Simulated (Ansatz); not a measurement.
TiB₂: stiffness from a series of strains

```xyz
3
Lattice="3.0292 0.0000 0.0000 -1.5146 2.6234 0.0000 0.0000 0.0000 3.2284" Properties=species:S:1:pos:R:3 pbc="T T T"
Ti    0.0000    0.0000    0.0000
B     0.0000    1.7489    1.6142
B     1.5146    0.8745    1.6142
```

Atoms are numbered in the order listed.

The cell comes from COD entry 2002799, which wasn't checked; take it as a given geometry.

The calculation used DFT, PBEsol, all-electron LAPW, scalar-relativistic (Ansatz 0.2.0).

Settings: a Γ-centred 15×15×13 k mesh, Fermi–Dirac smearing of 0.08 eV, basis error target 1 meV/atom, no spin polarisation.

The strain is applied along the Cartesian axes of the cell as listed (γ is the engineering shear, twice εxy = εyz = εzx). Fractional coordinates are held (clamped ions).

σ is the change of stress from the unstrained cell, which is at -5.16 GPa; tension is positive, so slopes are stress–strain coefficients at that pressure. In a metal the k mesh adds noise.

Only quantities that a quadratic follows smoothly over the whole series are listed; rougher ones are left out.

```tsv
γ	σxy (GPa)	σyz (GPa)
-0.0300	-9.16	-8.01
-0.0200	-6.05	-5.27
-0.0100	-2.99	-2.60
0.0000	0.00	0.00
0.0100	2.92	2.53
0.0300	8.52	7.38
```

Q: Fit the series and read off the stiffness at zero strain.

A: Least-squares fits y = p0 + p1 x + p2 x² to the rows give σxy (GPa): p1 = 295, p2 = -360; σyz (GPa): p1 = 257, p2 = -350.

Q: One run, at γ = 0.0200, is withheld. Predict its row.

A: The fits give 5.75, 4.99; the run gave 5.76, 4.99.
